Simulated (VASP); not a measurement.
# PtS2 (P-3m1) in VASP: a series of runs, part 2 of 2

VASP 6.6.1. The steps go on from the part before.

## (5) Relaxation of cell and atoms, PBE+D3(BJ)

This run uses another cell than the first one, of 17.30 Å³/atom, 0.948 times its volume.

Contents of INCAR:

```
PREC = Accurate
ENCUT = 600
EDIFF = 1E-7
ISMEAR = 0
SIGMA = 0.03
LREAL = F
LASPH = T
NELM = 80
ALGO = Normal
ISIF = 3
LWAVE = F
LCHARG = F
GGA = PE
IVDW = 12
IBRION = 2
NSW = 90
EDIFFG = -0.005
KPAR = 2
```

Contents of KPOINTS:

```
Automatic mesh
0
Gamma
  9 9 5
```

Contents of POSCAR:

```
PtS2                                    
1.0
    3.5785957111      0.0000000000     -0.0000000000
   -1.7892978556      3.0991547957      0.0000000000
    0.0000000000      0.0000000000      4.6806846612
  Pt              S             
     1     2
Direct
     0.0000000000000000    0.0000000000000000    0.0000000000000000
     0.3333333332999970    0.6666666667000030    0.2575685174741494
     0.6666666667000030    0.3333333332999970    0.7424314825258505
```

Potentials or basis: VASP PAW PBE potentials, release 64 (Pt, S).

Started as:

```sh
cat potpaw_PBE.64/Pt/POTCAR potpaw_PBE.64/S/POTCAR > POTCAR
mpirun -np 2 vasp_std > vasp.out
```

OUTCAR:

```text
PREC = Accurate
   ENCUT = 600
   EDIFF = 1E-7
   ISMEAR = 0
   LREAL = F
   LASPH = T
   NELM = 80
   ISIF = 3
   GGA = PE
   IVDW = 12
   IBRION = 2
   NSW = 90
   EDIFFG = -0.005
 IVDW          = 12

 ion  position               nearest neighbor table
   1  0.000  0.000  0.000-   2 2.39   3 2.39   3 2.39   2 2.39   3 2.39   2 2.39
   2  0.333  0.667  0.258-   1 2.39   1 2.39   1 2.39
   3  0.667  0.333  0.742-   1 2.39   1 2.39   1 2.39

  LATTYP: Found a hexagonal cell.
 ALAT       =     3.5785957111
 C/A-ratio  =     1.3079668784

  Lattice vectors:

 A1 = (   3.5785957111,   0.0000000000,   0.0000000000)
 A2 = (  -1.7892978556,   3.0991547957,   0.0000000000)
 A3 = (   0.0000000000,   0.0000000000,   4.6806846612)

Analysis of symmetry for initial positions (statically):
=====================================================================
 Subroutine PRICEL returns:
 Original cell was already a primitive cell.

 Routine SETGRP: Setting up the symmetry group for a
 hexagonal supercell.

 Subroutine GETGRP returns: Found 12 space group operations
[... 186 lines left out ...]
      8       5.4545      2.00000
      9       6.3477      2.00000
     10       6.3477      2.00000
     11       7.9629      1.99966
     12       9.1400      0.00000
     13       9.1400      0.00000
     14      11.5956      0.00000
[... 401 lines left out ...]
      2      -5.3185      2.00000
      3       0.7310      2.00000
      4       1.2550      2.00000
      5       1.8359      2.00000
      6       2.4838      2.00000
      7       3.2475      2.00000
      8       4.3664      2.00000
      9       5.5032      2.00000
     10       5.8746      2.00000
     11       7.0885      2.00000
     12       8.3636      0.00000
     13       9.1505      0.00000
     14      12.8345      0.00000
     15      14.4812      0.00000

 [... further k-points ...]

------------------------ aborting loop because EDIFF is reached ----------------------------------------

 Edisp (eV)   -1.35198

 E8    (eV) :    -0.5427

  FORCE on cell =-STRESS in cart. coord.  units (eV):
  Direction    XX          YY          ZZ          XY          YZ          ZX
  --------------------------------------------------------------------------------------
  -------------------------------------------------------------------------------------
  Total      -0.00158    -0.00158     0.00148     0.00000    -0.00000     0.00000
  in kB      -0.04882    -0.04882     0.04557     0.00000    -0.00000     0.00000
  external pressure =       -0.02 kB  Pullay stress =        0.00 kB

 VOLUME and BASIS-vectors are now :
 -----------------------------------------------------------------------------
  energy-cutoff  :      600.00
  volume of cell :       51.91
      direct lattice vectors                 reciprocal lattice vectors
     3.578595711  0.000000000  0.000000000     0.279439222  0.161334310  0.000000000
    -1.789297856  3.099154796  0.000000000     0.000000000  0.322668620  0.000000000
     0.000000000  0.000000000  4.680684661     0.000000000  0.000000000  0.213643959

 POSITION                                       TOTAL-FORCE (eV/Angst)
 -----------------------------------------------------------------------------------
      0.00000      0.00000      0.00000         0.000000      0.000000      0.000000
     -0.00000      2.06610      1.20560        -0.000000     -0.000000      0.003382
      1.78930      1.03305      3.47509        -0.000000      0.000000     -0.003382
 -----------------------------------------------------------------------------------
    total drift:                               -0.000000      0.000000      0.000000

  FREE ENERGIE OF THE ION-ELECTRON SYSTEM (eV)
  ---------------------------------------------------
  free  energy   TOTEN  =       -16.6710093434 eV

  energy  without entropy=      -16.6710091966  energy(sigma->0) =      -16.67100927

 reached required accuracy - stopping structural energy minimisation
```

OSZICAR:

```text
N       E                     dE             d eps       ncg     rms          rms(c)
DAV:   1     0.126185623885E+03    0.12619E+03   -0.11559E+04  1508   0.148E+03
DAV:   2    -0.108253431439E+02   -0.13701E+03   -0.13425E+03  1885   0.264E+02
DAV:   3    -0.165571561972E+02   -0.57318E+01   -0.56828E+01  1857   0.574E+01
DAV:   4    -0.166187838321E+02   -0.61628E-01   -0.61604E-01  1885   0.663E+00
DAV:   5    -0.166197677234E+02   -0.98389E-03   -0.98386E-03  1962   0.810E-01    0.181E+01
DAV:   6    -0.155870949843E+02    0.10327E+01   -0.79234E+00  1521   0.289E+01    0.125E+01
DAV:   7    -0.153352673490E+02    0.25183E+00   -0.14264E+00  1542   0.132E+01    0.585E+00
DAV:   8    -0.153234576934E+02    0.11810E-01   -0.88055E-02  1759   0.224E+00    0.139E+00
DAV:   9    -0.153188122707E+02    0.46454E-02   -0.13645E-02  1780   0.132E+00    0.266E-01
DAV:  10    -0.153189707094E+02   -0.15844E-03   -0.18954E-03  1843   0.318E-01    0.959E-02
DAV:  11    -0.153190226966E+02   -0.51987E-04   -0.70156E-05  1836   0.725E-02    0.446E-02
DAV:  12    -0.153190241184E+02   -0.14217E-05   -0.10215E-05  1892   0.332E-02    0.106E-02
DAV:  13    -0.153190252845E+02   -0.11662E-05   -0.11354E-06  1801   0.900E-03    0.443E-03
DAV:  14    -0.153190253564E+02   -0.71880E-07   -0.18452E-07  1589   0.381E-03
   1 F= -.16671009E+02 E0= -.16671009E+02  d E =-.166710E+02
```

Run time: 15 s. Hardware: 2 MPI ranks of Intel Xeon 6975P-C (Granite Rapids), shared host; peak memory 0.2 GiB.

What came out:

| Item | Value |
| --- | --- |
| Free energy | -16.6710 eV |
| Pressure after relaxing | 0.0 GPa |
| Largest force after relaxing | 0.003 eV/Å |
| Band gap on the k mesh | 0.17 eV, indirect (least direct gap 0.94 eV) |
| Dispersion energy per atom | -0.451 eV |

Forces on the atoms (eV/Å):
```
Pt   0.000  0.000  0.000
S    0.000  0.000  0.003
S    0.000  0.000 -0.003
```

Final structure:
```xyz
3
Lattice="3.5786 0.0000 0.0000 -1.7893 3.0992 0.0000 0.0000 0.0000 4.6807" Properties=species:S:1:pos:R:3 pbc="T T T"
Pt    0.0000    0.0000    0.0000
S     0.0000    2.0661    1.2056
S     1.7893    1.0331    3.4751
```

Caveat: the relaxation stopped at its first step, so nothing moved; spin-orbit coupling is left out, which moves the levels of the heavy elements; an odd mesh through Γ misses points on the zone boundary, where band edges often lie.

## (6) Relaxation of cell and atoms, rev-vdW-DF2

Contents of INCAR:

```
SYSTEM = PtS2
AGGAC = 0.0
ALGO = Normal
EDIFF = 1E-6
EDIFFG = -0.01
ENCUT = 600
GGA = MK
IBRION = 2
ISIF = 3
ISMEAR = 0
KPAR = 2
LASPH = .TRUE.
LCHARG = .FALSE.
LREAL = .FALSE.
LUSE_VDW = .TRUE.
LWAVE = .FALSE.
NELM = 80
NSW = 90
PARAM1 = 0.1234
PARAM2 = 0.711357
PREC = Accurate
SIGMA = 0.03
ZAB_VDW = -1.8867
```

Contents of KPOINTS:

```
k-points
0
G
  9 9 5
  0 0 0
```

Contents of POSCAR:

```
PtS2
1.0
    3.5432000000      0.0000000000      0.0000000000
   -1.7716000000      3.0685012107      0.0000000000
    0.0000000000      0.0000000000      5.0388000000
Pt S
1 2
Direct
    0.0000000000      0.0000000000      0.0000000000
    0.3333333333      0.6666666667      0.2270000000
    0.6666666667      0.3333333333      0.7730000000
```

Potentials or basis: VASP PAW PBE potentials, release 64 (Pt, S).

Started as:

```sh
cat potpaw_PBE.64/Pt/POTCAR potpaw_PBE.64/S/POTCAR > POTCAR
mpirun -np 2 vasp_std > vasp.out
```

Run time: 7.9 min. Hardware: 2 MPI ranks of Intel Xeon 6975P-C (Granite Rapids), shared host; peak memory 0.42 GiB.

Results (log left out):

```
Free energy                            : -10.7936 eV
Relaxed volume                         : 18.17 Å³/atom
Relaxed cell                           : a = 3.589 Å, b = 3.589 Å, c = 4.887 Å, α = 90.00°, β = 90.00°, γ = 120.00°
Space group after relaxing (to 0.05 Å) : P-3m1 (No. 164)
Energy gained by relaxing              : 50.7 meV/atom
Ionic steps                            : 20
Pressure after relaxing                : 0.0 GPa
Largest force after relaxing           : 0.010 eV/Å
Band gap on the k mesh                 : 0.39 eV, indirect (least direct gap 0.91 eV)
```

Forces on the atoms (eV/Å):
```
Pt   0.000  0.000  0.000
S    0.000  0.000  0.010
S    0.000  0.000 -0.010
```

Stress tensor (GPa, compression positive):
```
-0.08  0.00  0.00
 0.00 -0.08  0.00
 0.00  0.00  0.07
```

The path:
| step | energy change (eV) | largest force (eV/Å) | pressure (GPa) | volume (Å³) |
| --- | --- | --- | --- | --- |
| 1 | 0.0000 | 1.4232 | 9.80 | 54.78 |
| 2 | 0.2167 | 1.1498 | -12.93 | 64.12 |
| 3 | -0.1255 | 0.2669 | -1.02 | 58.02 |
| 4 | -0.1257 | 0.3028 | -0.68 | 57.90 |
| 5 | -0.1374 | 0.1873 | -0.47 | 57.52 |
| 6 | -0.1425 | 0.0515 | -0.21 | 57.08 |
| 7 | -0.1425 | 0.0426 | -0.18 | 57.06 |
| 8 | -0.1436 | 0.0564 | -0.04 | 56.84 |
| 9 | -0.1461 | 0.0999 | 0.44 | 56.20 |
| 10 | -0.1476 | 0.1865 | 1.51 | 54.92 |
| 11 | -0.1478 | 0.1832 | 1.52 | 54.90 |
| 12 | -0.1482 | 0.1760 | 1.47 | 54.84 |
| 13 | -0.1490 | 0.1620 | 1.35 | 54.73 |
| 14 | -0.1502 | 0.1346 | 1.15 | 54.50 |
| 15 | -0.1513 | 0.0809 | 0.77 | 54.05 |
| 16 | -0.1513 | 0.0723 | 0.74 | 53.98 |
| 17 | -0.1517 | 0.0589 | 0.56 | 54.10 |
| 18 | -0.1522 | 0.0157 | 0.04 | 54.45 |
| 19 | -0.1522 | 0.0086 | -0.06 | 54.51 |
| 20 | -0.1522 | 0.0098 | -0.03 | 54.50 |

Final structure:
```yaml
crystal:
  lattice:
    - [3.58862, 0.00000, 0.00000]
    - [-1.79431, 3.10784, 0.00000]
    - [0.00000, 0.00000, 4.88698]
  atoms:
    - { symbol: Pt, position: [0.00000, 0.00000, 0.00000] }
    - { symbol: S, position: [0.33333, 0.66667, 0.24953] }
    - { symbol: S, position: [0.66667, 0.33333, 0.75047] }
```

Levels at points of the mesh, in eV from the valence-band top:
| k point | band 7 | band 8 | band 9 | band 10 | band 11 | band 12 | band 13 | band 14 | band 15 |
| --- | --- | --- | --- | --- | --- | --- | --- | --- | --- |
| (0.00, 0.00, 0.00) | -3.95 | -2.25 | -1.34 | -1.34 | 0.00 | 1.56 | 1.56 | 4.14 | 4.96 |

Caveat: the PAW data sets were made with another functional, which shifts forces and pressure a little; spin-orbit coupling is left out, which moves the levels of the heavy elements; an odd mesh through Γ misses points on the zone boundary, where band edges often lie.

## (7) Overview

| level | gap on the mesh (eV) | pressure (GPa) | relaxed volume (Å³/atom) |
| --- | --- | --- | --- |
| PBE | 1.54 | 0.0 | 23.47 |
| PBE+D3(BJ) | 0.17 | 0.0 | - |
| rev-vdW-DF2 | 0.39 | 0.0 | 18.17 |

Alike in all rows: task relaxation of cell and atoms; potentials or basis VASP PAW PBE potentials, release 64 (Pt, S); no spin polarisation; cell relaxed; k mesh 9 × 9 × 5; cutoff (eV) 600; smearing gaussian 0.03 eV.

Caveats: spin-orbit coupling is left out, which moves the levels of the heavy elements; an odd mesh through Γ misses points on the zone boundary, where band edges often lie; this functional lacks dispersion, which binds the layers, so the pressure and a relaxed spacing across them are unreliable (some runs); the relaxation stopped at its first step, so nothing moved (some runs); the PAW data sets were made with another functional, which shifts forces and pressure a little (some runs).

Absolute energies hang on the potentials; compare differences alone.
